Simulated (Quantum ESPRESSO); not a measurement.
# Co under changes of volume

One of the cells (11.031 Å³/atom); the others are scaled copies at fixed shape and fractional positions:

```
CELL_PARAMETERS angstrom
-1.40232 1.40232 1.40232
1.40232 -1.40232 1.40232
1.40232 1.40232 -1.40232
ATOMIC_POSITIONS crystal
Co 0.00000 0.00000 0.00000
```

This isn't the form of Co at room conditions, which is hcp.

* Program: Quantum ESPRESSO 7.5
* Functional: PBE
* Potentials or basis: SSSP 1.3 efficiency PBE
* Cutoff: 748 eV
* Density cutoff: 5987 eV
* k mesh: 13 × 13 × 13
* Occupations: fermi-dirac, width 0.05 eV
* Spin: collinear spin, ferromagnetic start
* Starting moments: [2.0] μB

```csv
volume (Å³/atom),energy over the lowest point (meV/atom),pressure (GPa),moment (μB per cell)
10.369,30.39,15.2,1.70
10.589,13.27,9.7,1.71
10.810,3.46,4.7,1.72
11.031,0.00,0.4,1.74
11.251,1.95,-3.3,1.77
11.472,?,?,?
11.692,19.50,-9.4,1.83
```

Q: What does the run at 11.472 Å³/atom give?

A: Energy over the lowest point 8.61 meV/atom; pressure -6.5 GPa; moment 1.80 μB per cell.

Worked out: A Birch-Murnaghan fit of order 3 (a polynomial in V^(-2/3)) to the other rows has its minimum at 11.06 Å³/atom with B0 = V·E''(V) = 196 GPa and B' = 6.3. It gives 8.72 meV/atom at 11.472 Å³/atom, against the run's 8.61, and -dE/dV = -6.4 GPa, against -6.5. A parabola through the other rows of the moment, of slope 0.147 μB per Å³/atom there, gives 1.80 μB, against the run's 1.80.

Energies are extrapolated to zero smearing.
